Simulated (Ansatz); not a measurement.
# Ab initio dynamics of molten KCl (104 atoms), part 2 of 3

Wanted: pair distributions and atomic motion in KCl (104 atoms) at high temperature.

Ansatz 0.2.0; Kohn-Sham DFT, PBE+D3(BJ), PAW (set soft_2), plane waves.

The cell: 52 K and 52 Cl. Sampling is at Γ alone, for a cell whose shortest periodic width is 16 Å.

So far. Step 3 (Brought to 1150 K): Over the second half of 740 fs the temperature averages 1093 K with swings of 68 K r.m.s. From first frame to last Cl has the largest mean square displacement, 2.0 Å² at the end; the farthest move is 3.61 Å. The run spans 0.74 ps, too short for its means to be equilibrium values.

### 4. Liquid at 1150 K

The hot cell is sampled with a Nosé–Hoover thermostat, which disturbs diffusion little, and with stress on.

Input file input.yaml:

```yaml
crystal:
  lattice:
    - [16.3778, 0.0, 0.0]
    - [0.0, 16.3778, 0.0]
    - [0.0, 0.0, 16.3778]
  atoms:
    - { symbol: K, position: [0.22541, 0.20447, 0.78898] }
    - { symbol: K, position: [0.15904, 0.10391, 0.9707] }
    - { symbol: K, position: [0.69886, 0.42962, 0.26451] }
    - { symbol: K, position: [0.93877, 0.08349, 0.97076] }
    - { symbol: K, position: [0.45599, 0.05086, 0.43881] }
    - { symbol: K, position: [0.99875, 0.46167, 0.09961] }
    - { symbol: K, position: [0.55793, 0.49347, 0.65767] }
    - { symbol: K, position: [0.2421, 0.49884, 0.38611] }
    - { symbol: K, position: [0.41331, 0.92796, 0.93354] }
    - { symbol: K, position: [0.03678, 0.08889, 0.30957] }
    - { symbol: K, position: [0.36236, 0.71996, 0.83654] }
    - { symbol: K, position: [0.77708, 0.57679, 0.52128] }
    - { symbol: K, position: [0.47686, 0.4159, 0.85963] }
    - { symbol: K, position: [0.99643, 0.43046, 0.34] }
    - { symbol: K, position: [0.47822, 0.36576, 0.35168] }
    - { symbol: K, position: [0.7132, 0.97186, 0.23643] }
    - { symbol: K, position: [0.84534, 0.64973, 0.24263] }
    - { symbol: K, position: [0.94779, 0.11159, 0.69261] }
    - { symbol: K, position: [0.11542, 0.93314, 0.16527] }
    - { symbol: K, position: [0.7746, 0.55106, 0.8622] }
    - { symbol: K, position: [0.59443, 0.7639, 0.94845] }
    - { symbol: K, position: [0.50664, 0.58786, 0.38756] }
    - { symbol: K, position: [0.04726, 0.57982, 0.65926] }
    - { symbol: K, position: [0.46756, 0.16185, 0.96707] }
    - { symbol: K, position: [0.21872, 0.96359, 0.51301] }
    - { symbol: K, position: [0.78734, 0.79977, 0.77521] }
    - { symbol: K, position: [0.18598, 0.88341, 0.77696] }
    - { symbol: K, position: [0.37642, 0.66196, 0.16272] }
    - { symbol: K, position: [0.32155, 0.83596, 0.34941] }
    - { symbol: K, position: [0.10792, 0.6571, 0.25847] }
    - { symbol: K, position: [0.77988, 0.32226, 0.46656] }
    - { symbol: K, position: [0.94013, 0.83976, 0.44275] }
    - { symbol: K, position: [0.30488, 0.3104, 0.57221] }
    - { symbol: K, position: [0.67622, 0.31181, 0.98065] }
    - { symbol: K, position: [0.50755, 0.01088, 0.68519] }
    - { symbol: K, position: [0.59021, 0.56804, 0.05538] }
    - { symbol: K, position: [0.71136, 0.25646, 0.7481] }
    - { symbol: K, position: [0.64721, 0.80168, 0.45916] }
    - { symbol: K, position: [0.84034, 0.2576, 0.11949] }
    - { symbol: K, position: [0.3711, 0.37797, 0.1152] }
    - { symbol: K, position: [0.47177, 0.02936, 0.17058] }
    - { symbol: K, position: [0.79764, 0.01953, 0.51765] }
    - { symbol: K, position: [0.02571, 0.38177, 0.86053] }
    - { symbol: K, position: [0.03835, 0.30802, 0.57675] }
    - { symbol: K, position: [0.52534, 0.32351, 0.56468] }
    - { symbol: K, position: [0.32366, 0.59826, 0.5679] }
    - { symbol: K, position: [0.26234, 0.43597, 0.81313] }
    - { symbol: K, position: [0.91956, 0.81188, 0.00368] }
    - { symbol: K, position: [0.73601, 0.99079, 0.91717] }
    - { symbol: K, position: [0.17162, 0.3045, 0.18409] }
    - { symbol: K, position: [0.17003, 0.58652, 0.02302] }
    - { symbol: K, position: [0.27979, 0.19044, 0.33928] }
    - { symbol: Cl, position: [0.82568, 0.38511, 0.91027] }
    - { symbol: Cl, position: [0.65341, 0.12578, 0.57644] }
    - { symbol: Cl, position: [0.54073, 0.50963, 0.21252] }
    - { symbol: Cl, position: [0.32181, 0.36872, 0.29008] }
    - { symbol: Cl, position: [0.08609, 0.8495, 0.34069] }
    - { symbol: Cl, position: [0.15192, 0.49217, 0.22914] }
    - { symbol: Cl, position: [0.13762, 0.934, 0.96173] }
    - { symbol: Cl, position: [0.86591, 0.25733, 0.62913] }
    - { symbol: Cl, position: [0.15586, 0.32675, 0.7134] }
    - { symbol: Cl, position: [0.77148, 0.90291, 0.39516] }
    - { symbol: Cl, position: [0.56857, 0.24333, 0.16409] }
    - { symbol: Cl, position: [0.32059, 0.28653, 0.9396] }
    - { symbol: Cl, position: [0.55089, 0.95023, 0.05347] }
    - { symbol: Cl, position: [0.974, 0.6756, 0.08848] }
    - { symbol: Cl, position: [0.15611, 0.14011, 0.19889] }
    - { symbol: Cl, position: [0.29136, 0.13684, 0.62901] }
    - { symbol: Cl, position: [0.08221, 0.32114, 0.03623] }
    - { symbol: Cl, position: [0.38207, 0.56744, 0.74174] }
    - { symbol: Cl, position: [0.44208, 0.75349, 0.00982] }
    - { symbol: Cl, position: [0.35268, 0.07265, 0.05065] }
    - { symbol: Cl, position: [0.53824, 0.37557, 0.01636] }
    - { symbol: Cl, position: [0.90849, 0.44697, 0.52169] }
    - { symbol: Cl, position: [0.42377, 0.23075, 0.46326] }
    - { symbol: Cl, position: [0.57923, 0.19709, 0.84715] }
    - { symbol: Cl, position: [0.31765, 0.66748, 0.38193] }
    - { symbol: Cl, position: [0.15136, 0.49983, 0.52092] }
    [... 20 atom lines left out ...]
    - { symbol: Cl, position: [0.43592, 0.32818, 0.71217] }
    - { symbol: Cl, position: [0.77053, 0.1552, 0.99181] }
    - { symbol: Cl, position: [0.98687, 0.98351, 0.52996] }
    - { symbol: Cl, position: [0.90013, 0.00177, 0.17993] }
    - { symbol: Cl, position: [0.73574, 0.73797, 0.59836] }
    - { symbol: Cl, position: [0.10516, 0.29399, 0.39064] }
kpoints:
  mp_grid: { grid: [1, 1, 1] }
hamiltonian:
  xc: pbe
  dispersion: d3bj
scf:
  occupations: { method: fermi_dirac, width: 0.099 }
output:
  forces: true
  stress: true
md:
  timestep: 2
  n_steps: 1870
  ensemble: nvt_nose_hoover
  temperature: 1150
  initial_velocities: maxwell_boltzmann
  seed: 8569
```

The run is started by

```sh
$ ansatz run input.yaml --threads 32 --pin off --max-ram 143360MiB --backend cuda --events-out ev --progress --plain --runs-dir out
```

Numbers of over 12 decimals in the logs are rounded to 6 here.

The log of the run:

```text
[...]
Warning: output.stress: scf.convergence.dr2_threshold = 1e-7 eV (the SCF's general default) is looser than the 1.04e-8 eV advised for a printed stress (1e-10 eV for each atom of the cell: 104). What an SCF threshold leaves in a stress goes as its square root, and in the free energy as the threshold itself, and one threshold admits the most on a small cell: [...]
[...]
Crystal: 104 atoms, lattice volume = 4393.056 Å³
Basis set: ecut = 420 eV, 85735 PW (Γ), exchange–correlation on 240×240×240 points (8 copies of the dense FFT grid, shifted against one another)
Bands: 520, of which v1, the nominal top of the filled ones, is band 416 counted from 1 (415 counted from 0)
Symmetry: 1 space group operations
k-points: 1
[...]
SCF iter   1: F=—  HF=-136290.808605 eV  |F-HF|=—  |Δ(HF+E_count)|=         —  Δρ=8.66e-4  dr2=1.28e-1  ethr=1.77e-3  ⟨swp⟩=8.0  Hψ=2301  notcnv=0  defer=30
[...]
SCF iter   2: F=—  HF=-136290.796615 eV  |F-HF|=—  |Δ(HF+E_count)|=   1.20e-2  Δρ=3.89e-4  dr2=2.85e-2  ethr=1.53e-5  ⟨swp⟩=3.0  Hψ=962  notcnv=0  defer=30
[...]
SCF iter   8: F=-136290.787999 eV  HF=-136290.787999 eV  |F-HF|=3.78e-10  |Δ(HF+E_count)|=   4.59e-8  Δρ=3.94e-7  dr2=1.09e-8  ethr=1.20e-11  ⟨swp⟩=4.0  Hψ=1312  notcnv=0
SCF 1 converged in 8 iterations: F = -136290.787999 eV  dr2 = 1.09e-8
[...]
md step     0: t =     0.00 fs  T =  1150.0 K  F+E_penalty+E_count = -136290.78799936 eV  E_kin = 15.310847 eV  conserved = -136275.47715249 eV  P_inst = 0.1109 GPa  (8 SCF iters)
[... from here on, the SCF cycles and remarks between the steps are left out ...]
md step   171: t =   342.00 fs  T =  1128.0 K  F+E_penalty+E_count = -136289.50372047 eV  E_kin = 15.017766 eV  conserved = -136275.47627521 eV  P_inst = -0.2090 GPa  (3 SCF iters)
md step   380: t =   760.00 fs  T =  1203.1 K  F+E_penalty+E_count = -136289.68526667 eV  E_kin = 16.017750 eV  conserved = -136275.47583712 eV  P_inst = 0.0123 GPa  (6 SCF iters)
md step   589: t =  1178.00 fs  T =  1212.2 K  F+E_penalty+E_count = -136288.80115961 eV  E_kin = 16.139015 eV  conserved = -136275.47416934 eV  P_inst = 0.2817 GPa  (3 SCF iters)
md step   798: t =  1596.00 fs  T =  1114.2 K  F+E_penalty+E_count = -136288.46372849 eV  E_kin = 14.834781 eV  conserved = -136275.47583255 eV  P_inst = -0.0332 GPa  (2 SCF iters)
md step  1007: t =  2014.00 fs  T =  1237.7 K  F+E_penalty+E_count = -136292.12769708 eV  E_kin = 16.479044 eV  conserved = -136275.47703801 eV  P_inst = -0.2985 GPa  (3 SCF iters)
md step  1216: t =  2432.00 fs  T =  1187.3 K  F+E_penalty+E_count = -136289.72052816 eV  E_kin = 15.807998 eV  conserved = -136275.47619427 eV  P_inst = -0.0303 GPa  (2 SCF iters)
md step  1425: t =  2850.00 fs  T =  1016.5 K  F+E_penalty+E_count = -136289.75948762 eV  E_kin = 13.532931 eV  conserved = -136275.47668377 eV  P_inst = -0.1420 GPa  (2 SCF iters)
md step  1634: t =  3268.00 fs  T =  1174.8 K  F+E_penalty+E_count = -136289.92886878 eV  E_kin = 15.640801 eV  conserved = -136275.47632816 eV  P_inst = 0.0061 GPa  (2 SCF iters)
md step  1843: t =  3686.00 fs  T =  1051.2 K  F+E_penalty+E_count = -136288.54914997 eV  E_kin = 13.995031 eV  conserved = -136275.47599018 eV  P_inst = -0.1836 GPa  (3 SCF iters)
md step  1862: t =  3724.00 fs  T =  1116.4 K  F+E_penalty+E_count = -136288.29690762 eV  E_kin = 14.862869 eV  conserved = -136275.47595903 eV  P_inst = -0.1940 GPa  (3 SCF iters)
md step  1869: t =  3738.00 fs  T =  1172.7 K  F+E_penalty+E_count = -136288.57251832 eV  E_kin = 15.613299 eV  conserved = -136275.47623975 eV  P_inst = -0.1592 GPa  (3 SCF iters)
md step  1870: t =  3740.00 fs  T =  1181.5 K  F+E_penalty+E_count = -136288.62399337 eV  E_kin = 15.730761 eV  conserved = -136275.47643119 eV  P_inst = -0.1555 GPa  (6 SCF iters)
SCF converged after 6 iterations
Free energy (F): -136288.623993 eV
[...]
Internal energy: -136288.623980 eV  (E = F + TS)
E sigma→0 (E₀):  -136288.623987 eV
Entropy (-TS):   -0.000013 eV (-0.000 meV/atom)
Fermi energy:    1.828080 eV
[...]
--- Forces (eV/Å), atoms counted from 1 ---
[... 104 lines of forces left out ...]
  max |Σ_I F_I| component: 7.33e-5 eV/Å
--- Stress (GPa, compression-positive) ---
       -0.581907       0.116376      -0.154189
        0.116376      -0.760984       0.080721
       -0.154189       0.080721      -0.282124
  P = ⅓ Tr σ = -0.5417 GPa (-5.417 kbar)
--- MD trajectory: 1870 steps, t = 0.0 → 3740.0 fs ---
[...]
conserved energy: peak-to-peak 7.129e-3 eV (6.855e-5 eV/atom) over 3740.0 fs
```

Elapsed: 17 min, on 1 × NVIDIA GB200 with 32 threads of Arm Neoverse V2, shared host; peak memory 1.7 GiB.

That memory is the host's.

The program notes that the SCF threshold is loose for the stress.

The trajectory, sampled:

```tsv
time (fs)	T (K)	potential (meV/atom)	conserved (meV/atom)
0.0	1150	0.0	0.00
266.0	1376	6.5	0.01
494.0	1080	11.7	0.01
760.0	1203	10.6	0.01
988.0	1070	-1.9	0.00
1254.0	1270	2.7	-0.01
1482.0	1099	-0.8	0.01
1748.0	1271	19.2	0.00
1976.0	1030	11.9	0.03
2242.0	1094	-0.5	0.01
2470.0	1286	4.0	0.01
2736.0	1101	-1.3	0.00
3002.0	1206	11.2	0.02
3252.0	1234	1.9	0.00
3496.0	1145	0.3	0.01
3740.0	1182	20.8	0.01
```

Mean square displacement from the first frame to the last: K 20 Å², Cl 23 Å².

Mean square displacement against time lag:

```tsv
time lag (fs)	Cl (Å²)	K (Å²)
2	3.2e-4	2.9e-4
78	0.393	0.362
156	1.02	0.983
234	1.54	1.53
312	2.02	2.01
390	2.47	2.45
468	2.92	2.89
546	3.37	3.34
624	3.81	3.79
702	4.26	4.24
780	4.72	4.70
858	5.18	5.17
936	5.63	5.62
1012	6.09	6.06
1090	6.55	6.47
1168	7.04	6.85
1246	7.54	7.20
1324	8.04	7.51
1402	8.52	7.81
1480	9.00	8.12
1558	9.48	8.45
1636	9.94	8.80
1714	10.4	9.16
1792	10.9	9.53
1870	11.3	9.90
```

From 1497 steps of 2.0 fs, resolution about 11 cm-1. The vibrational density of states by wavenumber; read off at these points; values in 1e-3 per cm⁻¹:

```tsv
wavenumber (cm⁻¹)	Cl	K
0.0	2.4	2.27
50.0	3.06	3.56
66.8	3.3	3.25
100.0	3.34	2.99
150.0	2.02	1.76
200.0	0.670	0.632
250.0	0.218	0.185
300.0	0.0994	0.0829
350.0	0.0428	0.0369
400.0	0.0157	0.0159
450.0	0.00770	0.00693
500.0	0.00300	0.00298
550.0	0.00204	0.00182
600.0	8.4e-4	7.0e-4
650.0	4.3e-4	3.9e-4
700.0	2.3e-4	2.0e-4
```

Over the second half of 3740 fs the temperature averages 1134 K with swings of 69 K r.m.s. The conserved energy stays within 0.069 meV/atom, peak to peak. From first frame to last Cl has the largest mean square displacement, 23 Å² at the end; the farthest move is 10.43 Å. By the end of the lags followed (1.87 ps), the least mobile element has a mean square displacement of 9.9 Å², still rising in step with time, as in a fluid. The slope of the later half of the mean square displacement gives diffusion coefficients of about 1.0e-4 cm²/s (Cl) and 7.4e-5 cm²/s (K); over so short a run these are rough. The vibrational density of states (Cl) has its highest peak at 94.7 cm⁻¹. The run spans 3.74 ps, short against slow rearrangements.

### 5. Distances and neighbours late in the run

The g(r) is a mean over the second half; what follows it is taken at the last frame.

Density 1.47 g/cm³, 42.24 Å³ an atom.

Mean of 13 frames. Pair distribution functions g(r), in bins of 0.1 Å:

```tsv
r (Å)	total	Cl-Cl	Cl-K	K-K
2.45	0.01	0.00	0.02	0.00
2.55	0.17	0.00	0.35	0.00
2.65	0.48	0.00	0.96	0.00
2.75	1.08	0.00	2.17	0.00
2.85	1.31	0.00	2.59	0.05
2.95	1.63	0.02	3.23	0.04
3.05	1.88	0.02	3.72	0.06
3.15	1.86	0.02	3.64	0.12
3.25	1.44	0.19	2.73	0.11
3.35	1.23	0.19	2.24	0.25
3.45	1.27	0.40	2.16	0.37
3.55	1.01	0.47	1.48	0.59
3.65	1.00	0.79	1.28	0.67
3.75	0.98	0.71	1.17	0.89
3.85	0.91	0.81	0.86	1.10
3.95	1.10	1.32	0.89	1.29
4.05	0.98	1.18	0.79	1.17
4.15	1.06	1.47	0.60	1.56
4.25	1.06	1.65	0.59	1.39
4.35	1.05	1.67	0.55	1.43
4.45	1.05	1.77	0.43	1.58
4.55	1.04	1.57	0.47	1.65
4.65	0.98	1.66	0.40	1.48
4.75	0.97	1.44	0.47	1.50
4.85	1.03	1.67	0.47	1.49
4.95	0.89	1.23	0.47	1.37
5.05	0.99	1.51	0.50	1.45
5.15	0.91	1.16	0.60	1.28
5.25	0.87	1.22	0.58	1.11
5.35	0.87	1.17	0.59	1.13
5.45	0.92	1.17	0.68	1.16
5.55	0.91	1.10	0.69	1.16
5.65	0.94	1.04	0.80	1.11
5.75	0.88	0.97	0.76	1.05
5.85	1.01	1.05	0.95	1.09
5.95	1.03	1.06	1.01	1.05
6.05	1.01	0.93	1.06	1.01
6.15	1.02	0.95	1.06	1.01
6.25	1.05	0.94	1.20	0.89
6.35	1.02	0.85	1.19	0.84
6.45	1.07	0.84	1.25	0.94
6.55	1.06	0.85	1.26	0.89
6.65	1.07	0.85	1.35	0.74
6.75	1.06	0.77	1.35	0.76
```

Bonds by pair of elements; cutoffs follow the first minimum of g(r), held within bounds set by covalent radii, and pairs that aren't listed don't count as bonded:

```tsv
pair A-B	cutoff (Å)	bonds	mean length (Å)	spread (Å)	shortest (Å)	B about A	A about B
Cl-K	4.06	241	3.31	0.374	2.53	4.63	4.63
```

The cutoff for Cl-K falls short of the minimum of g(r), so counts run low and odd coordinations can be artefacts.

How many atoms have how many bonded neighbours:

```tsv
element	mean	3	4	5	6
Cl	4.63	4	17	25	6
K	4.63	5	18	20	9
```

Bond angles (no mean is given where the spread exceeds 20°):

```tsv
angle	count	mean (°)	spread (°)
Cl-K-Cl	458	-	-
K-Cl-K	454	-	-
```

Bond length by coordination (bonds to H left out):

```tsv
element	coordination	atoms	mean bond length (Å)
Cl	3	4	3.25
Cl	4	17	3.27
Cl	5	25	3.32
Cl	6	6	3.40
K	3	5	3.12
K	4	18	3.25
K	5	20	3.33
K	6	9	3.41
```

First main peaks of g(r), for some of the pairs, lie near 3.0 Å (Cl-K). Bonds at K atoms with 3 neighbours average 3.12 Å, against 3.41 Å at those with 6.

(Part 2 of 3 ends here.)

[Logs are printed without paths, hosts, clocks, repeated set-up lines and the standing remarks that a program may print on its own settings, such as how far it seeks lower states.]

[Hosts, paths, dates, database ids (printed as entryN), source tags and the programs' standing remarks are cut or masked in the printed files.]
